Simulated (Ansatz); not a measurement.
## GaN: clamped-ion strain scan

Method: Ansatz 0.2.0, DFT PBE, scalar-relativistic, plane waves, PAW. Settings: plane waves to 420 eV, k-mesh 12×12×6 (Γ-centred), Gaussian smearing 0.05 eV. No spin polarisation. Energies are free energies at this smearing, counted from the undisturbed cell; pressure is positive in compression.

Reference structure (as given, not relaxed at this level; it stands at 7.3 GPa):

```xyz
4
Lattice="3.1800 0.0000 0.0000 -1.5900 2.7540 0.0000 0.0000 0.0000 5.1660" Properties=species:S:1:pos:R:3 pbc="T T T"
Ga    0.0000    1.8360    0.0000
Ga    1.5900    0.9180    2.5830
N     0.0000    1.8360    1.9373
N     1.5900    0.9180    4.5203
```

The cell is strained by ε times the Voigt pattern (0, 1, 0, 0, 0, 0) (xx, yy, zz, yz, xz, xy; engineering shear) with fractional coordinates fixed.

```csv
ε,ΔE (meV/atom),"stress summed along the pattern (GPa, tension positive)",pressure (GPa),gap on the mesh (eV)
-0.0400,44.9,-26.16,16.6,2.07
-0.0300,28.4,-20.72,14.0,2.05
-0.0200,15.5,-15.66,11.6,2.02
-0.0100,6.2,-10.95,9.4,2.00
0.0000,0.0,-6.58,7.3,1.96
0.0100,-3.2,-2.52,5.4,1.89
0.0200,-3.6,?,3.5,?
0.0300,?,4.73,1.9,?
0.0350,?,?,1.1,1.68
0.0400,3.0,7.96,0.3,1.64
```

Give the withheld values.

stress summed along the pattern (GPa, tension positive) at ε = 0.0200: 1.24; gap on the mesh (eV) at ε = 0.0200: 1.81; ΔE (meV/atom) at ε = 0.0300: -1.5; gap on the mesh (eV) at ε = 0.0300: 1.73; ΔE (meV/atom) at ε = 0.0350: 0.5; stress summed along the pattern (GPa, tension positive) at ε = 0.0350: 6.38.